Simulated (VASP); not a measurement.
Wanted: the native input for a VASP 6.6.1 run.

```yaml
Task: relaxation of the atoms
Functional: RPBE
Potentials_or_basis: VASP PAW PBE potentials, release 54 (Mn_pv, Si)
Cutoff: 520 eV
k_mesh: 9 × 9 × 9
Occupations: fermi-dirac, width 0.02 eV
Spin: collinear spin, ferromagnetic start
Starting_moments: "[4.0, 0.0] μB"
Hubbard_terms: Mn d U = 8 eV
Further_INCAR_settings: ALGO = Fast; EDIFF = 1e-07; IBRION = 2; EDIFFG = -0.01; NSW = 60
```

The structure of MnSi lies in POSCAR:

```
MnSi
1.0
    3.0721807200      0.0000000000      0.0000000000
    0.0000000000      3.0721807200      0.0000000000
    0.0000000000      0.0000000000      3.0721807200
Mn Si
1 1
Direct
    0.0006960000      0.0112930000     -0.0099500000
    0.5003040000      0.4904470000      0.5064600000
```

The cell was built by a generator and needn't be a form met in nature.

The cell isn't the ideal one: atoms moved at random, drawn with an rms of 0.05 Å.

These files were run (other wordings do the same):

INCAR

```
SYSTEM = MnSi
PREC = Accurate
ENCUT = 520
EDIFF = 1E-7
ISMEAR = -1
SIGMA = 0.02
LREAL = .FALSE.
LASPH = .TRUE.
NELM = 120
ALGO = Fast
ISIF = 2
LWAVE = .FALSE.
LCHARG = .FALSE.
ISPIN = 2
MAGMOM = 4 0
LORBIT = 11
LMAXMIX = 4
LDAU = .TRUE.
LDAUTYPE = 2
LDAUL = 2 -1
LDAUU = 8 0
LDAUJ = 0 0
LDAUPRINT = 1
GGA = RP
IBRION = 2
NSW = 60
EDIFFG = -0.01
```

KPOINTS

```
Automatic mesh
0
G
  9 9 9
  0 0 0
```

Potentials or basis: VASP PAW PBE potentials, release 54 (Mn_pv, Si).

Command:

```sh
$ cat potpaw_PBE.54/Mn_pv/POTCAR potpaw_PBE.54/Si/POTCAR > POTCAR
$ mpirun -np 1 vasp_std > vasp.out
```

Results of the run:

```yaml
Energy_gained_by_relaxing: 9.8 meV/atom
Ionic_steps: 3
Pressure_after_relaxing: 26.2 GPa
Band_gap_on_the_k_mesh: none (metal or under the smearing width)
Net_moment: 4.41 μB per cell
Site_moments: Mn +4.49; Si -0.09 μB
Valence_electrons_inside_the_program's_atomic_spheres: Mn 11.51; Si 1.67
```

Caveat: the PAW data sets were made with another functional, which shifts forces and pressure a little; the U is typed as a test and isn't derived for this compound.

It took 10 min on 1 thread of Intel(R) Xeon(R) Platinum 8375C CPU @ 2.90GHz (Ice Lake), on a shared host, peak memory 0.34 GiB.
